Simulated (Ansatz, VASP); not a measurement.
**SnSe in VASP and in Ansatz**

```
CELL_PARAMETERS angstrom
0.00000 2.82554 2.82554
2.82554 0.00000 2.82554
2.82554 2.82554 0.00000
ATOMIC_POSITIONS crystal
Sn 0.00000 0.00000 0.00000
Se 0.50000 0.50000 0.50000
```

Change from the starting cell: volume scaled by 0.88, PAW files.

Alike in both runs: task single point; functional LDA; k mesh 14 × 14 × 14; occupations fermi-dirac, width 0.05 eV; no spin polarisation.

```csv
,VASP,Ansatz
version,VASP 6.6.1,Ansatz 0.2.0
potentials or method,"VASP PAW LDA potentials, release 64 (Sn_d, Se)","PAW with Ansatz's default frozen-core files, scalar-relativistic"
plane-wave cutoff (eV),520,420
valence electrons in the cell,20,30
```

|  | VASP | Ansatz | Ansatz less VASP |
| --- | --- | --- | --- |
| pressure (GPa) | 10.2 | 10.0 | -0.22 |

The two sets of potentials don't hold the same shells in valence.
